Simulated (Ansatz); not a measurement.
# MgO (P1) in Ansatz: convergence with wavefunction cutoff

Aim: find how far wavefunction cutoff must go before the results for MgO settle, at PBE. This setting moves, with any that are tied to it; all else stays.

Program: Ansatz 0.2.0. These are calculated values, not measurements. Logs are shortened: lines on timing, memory, paths and dates and some standing lists are left out, and cuts for length are marked.

### 1 The cell of the first run

The typed cell holds 4 atoms: a = 3.308 Å, b = 3.308 Å, c = 4.983 Å, α = 90.00°, β = 90.00°, γ = 120.00°.

The cell comes from a database or a generator and needn't be the stable form of this composition.

The cell isn't the ideal one: atoms moved at random, drawn with an rms of 0.05 Å.

### 2 With wavefunction cutoff 400 eV

input.yaml reads:

```yaml
crystal:
  lattice:
    - [3.3077869865, 0.0, 0.0]
    - [-1.6538934933, 2.8646275606, 0.0]
    - [0.0, 0.0, 4.98288167]
  atoms:
    - { symbol: Mg, position: [0.663562, 0.34963, 0.487064] }
    - { symbol: Mg, position: [0.322737, 0.673778, 0.008912] }
    - { symbol: O, position: [0.663213, 0.331121, 0.907051] }
    - { symbol: O, position: [0.304183, 0.661078, 0.41259] }
hamiltonian:
  xc: pbe
  pseudopotentials: { kind: nc }
kpoints:
  mp_grid: { grid: [7, 7, 4] }
scf:
  occupations: { method: fermi_dirac, width: 0.1 }
output:
  forces: true
  stress: true
  eigenvalues: true
basis:
  ecutwfc: "400 eV"
```

Potentials or basis: Ansatz NC.

Run with:

```console
$ ansatz run input.yaml --threads 2 --pin off --max-ram 5632MiB --backend cpu --events-out ev --progress --plain --runs-dir out
```

The log of the run:

```text
Warning: basis.ecutwfc = 400 eV is below the records' recommended 1240 eV, and the density's cutoff is lower with it unless basis.ecutrho_ratio is high enough to keep the records' density cutoff: compare with a run at a higher cutoff
Warning: RAYON_NUM_THREADS=2 ignored (pool sized by the plan → 2); use --threads N
Engine: ansatz 0.2.0, x86_64-unknown-linux-gnu
Pseudopotentials: kind: nc
Pseudopotential: Mg, nc, valence charge 10, recommended cutoff 1142.878222 eV (normal), Mg.nc.azcp
Pseudopotential: O, nc, valence charge 6, recommended cutoff 1240 eV (normal), O.nc.azcp
Functional definition: PBE
  parameter kappa = 0.804
  parameter beta = 0.06672455060314922
  exchange = pbe_x(kappa = kappa, mu = beta*pi^2/3)
  correlation = pbe_c(beta = beta)
Crystal: 4 atoms, lattice volume = 47.216 Å³
Basis set: ecut = 400 eV, 869 PW (Γ), exchange–correlation on 48×48×72 points (8 copies of the dense FFT grid, shifted against one another)
Bands: 20, of which v1, the nominal top of the filled ones, is band 16 counted from 1 (15 counted from 0)
Symmetry: 1 space group operations
Space group: P1 (ITA 1), of the structure as read, at distance tolerance 3.6e-5 Å
k-points: 99 of 196 (time reversal used)
Non-local potential: Mg, projectors of the file, l = 0: 2, l = 1: 2
Non-local potential: O, projectors of the file, l = 0: 2, l = 1: 2, l = 2: 1
Initial density: superposition of atomic densities (chi_scale 0.1, normalization cell, long waves kept (reshape's long-wave potential 0.03 eV rms))
Initial wavefunctions: pseudopotential atomic-orbital guess
Functional: x = pbe(κ = 0.804, μ = 0.2195149727645171), c = pbe(β = 0.06672455060314922)
SCF iter   1: F=—  HF=-4026.172220 eV  |F-HF|=—  |Δ(HF+E_count)|=         —  Δρ=5.14e-1  dr2=2.39e1  ethr=3.10e-3  ⟨swp⟩=6.1  Hψ=11224  notcnv=0
preconditioner: auto → Resta (q_TF=auto, 2.557 Å⁻¹)  ε∞=3.4  [insulator: Δε(μ)=0.824 eV  Ē_g=13.952 eV  σ=0.100 eV  W_gap=0.95  n_scr=22 (ndim 8)  ℏωp=21.6 eV  f_vac=0.003  D(μ)=0.01/eV (n_scr^D=0)  ε∞_Penn≈3.4]
SCF iter   2: F=—  HF=-4018.459030 eV  |F-HF|=—  |Δ(HF+E_count)|=    7.71e0  Δρ=2.35e-1  dr2=4.07e0  ethr=3.10e-3  ⟨swp⟩=3.0  Hψ=5139  notcnv=0
SCF iter   3: F=—  HF=-4017.241427 eV  |F-HF|=—  |Δ(HF+E_count)|=    1.22e0  Δρ=3.65e-2  dr2=1.35e-1  ethr=3.10e-3  ⟨swp⟩=2.0  Hψ=3960  notcnv=0
SCF iter   4: F=—  HF=-4017.223615 eV  |F-HF|=—  |Δ(HF+E_count)|=   1.78e-2  Δρ=4.75e-3  dr2=8.76e-3  ethr=4.21e-4  ⟨swp⟩=2.0  Hψ=3083  notcnv=0
SCF iter   5: F=—  HF=-4017.225220 eV  |F-HF|=—  |Δ(HF+E_count)|=   1.61e-3  Δρ=1.92e-3  dr2=1.65e-3  ethr=2.74e-5  ⟨swp⟩=2.0  Hψ=3061  notcnv=0
SCF iter   6: F=—  HF=-4017.225190 eV  |F-HF|=—  |Δ(HF+E_count)|=   3.02e-5  Δρ=6.30e-4  dr2=1.06e-4  ethr=5.16e-6  ⟨swp⟩=2.0  Hψ=2831  notcnv=0
SCF iter   7: F=—  HF=-4017.225298 eV  |F-HF|=—  |Δ(HF+E_count)|=   1.08e-4  Δρ=1.41e-4  dr2=4.48e-6  ethr=3.33e-7  ⟨swp⟩=2.0  Hψ=2726  notcnv=0
SCF iter   8: F=—  HF=-4017.228078 eV  |F-HF|=—  |Δ(HF+E_count)|=   2.78e-3  Δρ=8.92e-5  dr2=2.10e-6  ethr=1.40e-8  ⟨swp⟩=3.5  Hψ=4755  notcnv=0
SCF iter   9: F=—  HF=-4017.228078 eV  |F-HF|=—  |Δ(HF+E_count)|=   6.07e-8  Δρ=5.42e-5  dr2=7.64e-7  ethr=6.55e-9  ⟨swp⟩=1.0  Hψ=1980  notcnv=0
SCF iter  10: F=-4017.228078 eV  HF=-4017.228078 eV  |F-HF|=9.82e-10  |Δ(HF+E_count)|=   8.35e-8  Δρ=2.99e-6  dr2=3.67e-9  ethr=3.13e-10  ⟨swp⟩=4.8  Hψ=9486  notcnv=0
SCF 1 converged in 10 iterations: F = -4017.228078 eV  dr2 = 3.67e-9
SCF converged after 10 iterations
Free energy (F): -4017.228078 eV
Harris-Foulkes:  -4017.228078 eV  (|F-HF|=9.82e-10)
Internal energy: -4017.228064 eV  (E = F + TS)
E sigma→0 (E₀):  -4017.228071 eV
Entropy (-TS):   -0.000014 eV (-0.004 meV/atom)
Fermi energy:    6.990277 eV
--- Per-component energies (eV) ---
  E_band       = -704.010547
  E_kinetic    = 2133.684544
  E_local      = -3545.595651  (includes V_loc(G=0)·N_el)
  E_nonlocal   = -846.968570
  E_hartree    = 1167.827335
  E_xc         = -654.485666
  E_vxc        = -780.785735  (∫ρ·V_xc dr)
  E_ewald      = -2271.690057
  E_smearing   = -0.000014  (= −TS)
  E_closure    = 0.000000  (closes the sum)
  Σ components = -4017.228078   (vs F -4017.228078, Δ=0.00e0)
--- Forces (eV/Å), atoms counted from 1 ---
  atom   1  Mg    -0.57659183    -0.76442543     1.12147840
  atom   2  Mg     0.47253667    -0.28549345    -0.68144807
  atom   3  O     -0.44607152     0.34865626    -0.48325902
  atom   4  O      0.55204490     0.70022867     0.04001125
  max |Σ_I F_I| component: 3.22e-3 eV/Å
--- Stress (GPa, compression-positive) ---
       39.122137       3.653262      -0.049832
        3.653262      35.861021      -1.699399
       -0.049832      -1.699399      16.648745
  P = ⅓ Tr σ = 30.5440 GPa (305.440 kbar)
--- Band table (eV; the first three rows and the last of 99) ---
  k-point 0: bands = ["-78.1960", "-77.9990", "-33.6616", "-33.5717", "-32.7184", "-32.2740", "-32.2283", "-32.1576", "-13.6498", "-12.8808", "2.2835", "4.7517", "4.8399", "5.4881", "5.5646", "6.0444", "7.7176", "13.1818", "16.6601", "19.8166"]
  k-point 1: bands = ["-78.1792", "-77.9735", "-33.4140", "-33.4056", "-32.7526", "-32.1867", "-32.1701", "-31.6711", "-13.5623", "-12.9724", "2.5460", "4.8523", "4.8834", "4.9312", "5.5132", "5.5350", "9.2058", "12.5756", "17.2478", "19.9846"]
  k-point 2: bands = ["-78.2140", "-78.0427", "-33.5153", "-33.4764", "-33.2626", "-32.9616", "-32.9299", "-31.9734", "-13.4557", "-13.0826", "3.3369", "3.4804", "4.8419", "4.8817", "5.2558", "5.2894", "10.9412", "11.2005", "18.8433", "19.4153"]
  k-point 98: bands = ["-78.1555", "-78.0004", "-33.0589", "-32.8322", "-32.6274", "-32.4800", "-32.4132", "-32.1190", "-13.1125", "-12.7237", "2.5340", "2.8733", "4.2939", "4.5218", "5.1380", "5.6069", "12.5536", "14.1573", "15.5018", "16.9532"]
```

Wall time 7.2 s (2 threads of Intel Xeon at 2.50GHz (Skylake/Cascade Lake), shared host); peak memory 0.32 GiB.

What came out:

| Property | Result |
| --- | --- |
| Free energy | -4017.2281 eV |
| Pressure | 30.5 GPa |
| Largest force | 1.475 eV/Å |
| Band gap on the k mesh | 1.67 eV, direct |

### 3 With wavefunction cutoff 500 eV

input.yaml: that of step 2 with these lines changed.

```diff
@@ -22,2 +22,2 @@
 basis:
-  ecutwfc: "400 eV"
+  ecutwfc: "500 eV"
```

Potentials or basis: Ansatz NC.

Run with:

```console
$ ansatz run input.yaml --threads 2 --pin off --max-ram 5632MiB --backend cpu --events-out ev --progress --plain --runs-dir out
```

Run time: 9 s. Hardware: 2 threads of Intel Xeon at 2.50GHz (Skylake/Cascade Lake), shared host; peak memory 0.34 GiB.

Results:

* Free energy: -4099.9049 eV
* Pressure: 4.1 GPa
* Largest force: 2.397 eV/Å
* Band gap on the k mesh: 2.44 eV, direct

### 4 With wavefunction cutoff 600 eV

input.yaml: that of step 3 with these lines changed.

```diff
@@ -22,2 +22,2 @@
 basis:
-  ecutwfc: "500 eV"
+  ecutwfc: "600 eV"
```

Run with:

```console
$ ansatz run input.yaml --threads 2 --pin off --max-ram 5632MiB --backend cpu --events-out ev --progress --plain --runs-dir out
```

Run time: 10 s. Hardware: 2 threads of Intel Xeon at 2.50GHz (Skylake/Cascade Lake), shared host; peak memory 0.37 GiB.

What came out:

| Quantity | Value |
| --- | --- |
| Free energy | -4139.4804 eV |
| Pressure | 5.1 GPa |
| Largest force | 1.032 eV/Å |
| Band gap on the k mesh | 2.81 eV, direct |

### 5 With wavefunction cutoff 700 eV

input.yaml: that of step 4 with these lines changed.

```diff
@@ -22,2 +22,2 @@
 basis:
-  ecutwfc: "600 eV"
+  ecutwfc: "700 eV"
```

Run with:

```console
$ ansatz run input.yaml --threads 2 --pin off --max-ram 5632MiB --backend cpu --events-out ev --progress --plain --runs-dir out
```

Wall time 13 s (2 threads of Intel Xeon at 2.50GHz (Skylake/Cascade Lake), shared host); peak memory 0.4 GiB.

What came out:

```yaml
Free_energy: -4156.8694 eV
Pressure: 7.0 GPa
Largest_force: 1.441 eV/Å
Band_gap_on_the_k_mesh: 3.17 eV, direct
```

### 6 With wavefunction cutoff 850 eV

input.yaml: that of step 5 with these lines changed.

```diff
@@ -22,2 +22,2 @@
 basis:
-  ecutwfc: "700 eV"
+  ecutwfc: "850 eV"
```

Potentials or basis: Ansatz NC.

Run with:

```console
$ ansatz run input.yaml --threads 2 --pin off --max-ram 5632MiB --backend cpu --events-out ev --progress --plain --runs-dir out
```

Wall time 17 s (2 threads of Intel Xeon at 2.50GHz (Skylake/Cascade Lake), shared host); peak memory 0.45 GiB.

Results (log left out):

```
Free energy            : -4164.8876 eV
Pressure               : 3.7 GPa
Largest force          : 1.551 eV/Å
Band gap on the k mesh : 3.33 eV, direct
```

### 7 With wavefunction cutoff 1000 eV

input.yaml: that of step 6 with these lines changed.

```diff
@@ -22,2 +22,2 @@
 basis:
-  ecutwfc: "850 eV"
+  ecutwfc: "1000 eV"
```

Run with:

```console
$ ansatz run input.yaml --threads 2 --pin off --max-ram 5632MiB --backend cpu --events-out ev --progress --plain --runs-dir out
```

Run time: 19 s. Hardware: 2 threads of Intel Xeon at 2.50GHz (Skylake/Cascade Lake), shared host; peak memory 0.46 GiB.

Results (log left out):

```
Free energy            : -4166.2148 eV
Pressure               : 3.9 GPa
Largest force          : 1.485 eV/Å
Band gap on the k mesh : 3.36 eV, direct
```

### 8 With wavefunction cutoff 1200 eV

input.yaml: that of step 7 with these lines changed.

```diff
@@ -22,2 +22,2 @@
 basis:
-  ecutwfc: "1000 eV"
+  ecutwfc: "1200 eV"
```

Run with:

```console
$ ansatz run input.yaml --threads 2 --pin off --max-ram 5632MiB --backend cpu --events-out ev --progress --plain --runs-dir out
```

Run time: 24 s. Hardware: 2 threads of Intel Xeon at 2.50GHz (Skylake/Cascade Lake), shared host; peak memory 0.53 GiB.

The run converged. Its results:

```yaml
Free_energy: -4166.3662 eV
Pressure: 3.9 GPa
Largest_force: 1.494 eV/Å
Band_gap_on_the_k_mesh: 3.36 eV, direct
```

### 9 With wavefunction cutoff 1400 eV

input.yaml: that of step 8 with these lines changed.

```diff
@@ -22,2 +22,2 @@
 basis:
-  ecutwfc: "1200 eV"
+  ecutwfc: "1400 eV"
```

Potentials or basis: Ansatz NC.

Run with:

```console
$ ansatz run input.yaml --threads 2 --pin off --max-ram 5632MiB --backend cpu --events-out ev --progress --plain --runs-dir out
```

Run time: 30 s. Hardware: 2 threads of Intel Xeon at 2.50GHz (Skylake/Cascade Lake), shared host; peak memory 0.62 GiB.

The run converged. Its results:

```
Free energy            : -4166.3687 eV
Pressure               : 3.9 GPa
Largest force          : 1.494 eV/Å
Band gap on the k mesh : 3.36 eV, direct
```

### 10 With wavefunction cutoff 1700 eV

input.yaml: that of step 9 with these lines changed.

```diff
@@ -22,2 +22,2 @@
 basis:
-  ecutwfc: "1400 eV"
+  ecutwfc: "1700 eV"
```

Run with:

```console
$ ansatz run input.yaml --threads 2 --pin off --max-ram 5632MiB --backend cpu --events-out ev --progress --plain --runs-dir out
```

Run time: 42 s. Hardware: 2 threads of Intel Xeon at 2.50GHz (Skylake/Cascade Lake), shared host; peak memory 0.74 GiB.

Results (log left out):

* Free energy: -4166.3703 eV
* Pressure: 3.9 GPa
* Largest force: 1.494 eV/Å
* Band gap on the k mesh: 3.36 eV, direct

### 11 Summary

```csv
wavefunction cutoff,"energy less the tightest run, at zero smearing (meV/atom)",pressure (GPa),largest force (eV/Å),gap on the mesh (eV),SCF cycles,CPU time (s),peak memory (GiB)
400 eV,37285.55,30.54,1.475,1.673,10,14,0.32
500 eV,16616.34,4.12,2.397,2.441,9,17,0.34
600 eV,6722.48,5.10,1.032,2.805,9,19,0.37
700 eV,2375.22,7.00,1.441,3.171,9,24,0.4
850 eV,370.67,3.71,1.551,3.328,9,33,0.45
1000 eV,38.86,3.90,1.485,3.357,9,37,0.46
1200 eV,1.03,3.85,1.494,3.363,9,47,0.53
1400 eV,0.39,3.85,1.494,3.363,9,59,0.62
1700 eV,0.00,3.85,1.494,3.363,9,82,0.74
```

Against the tightest run, the energy stays within 1 meV/atom from 1400 eV on; the pressure stays within 0.1 GPa from 1000 eV on; the largest force stays within 0.005 eV/Å from 1200 eV on; the gap on the mesh stays within 0.01 eV from 1000 eV on. The tightest run that finished is the yardstick and may itself not be fully converged.

Caveats: odd divisions of the mesh miss points on the zone boundary, where band edges often lie, so the gap on the mesh can be too wide.
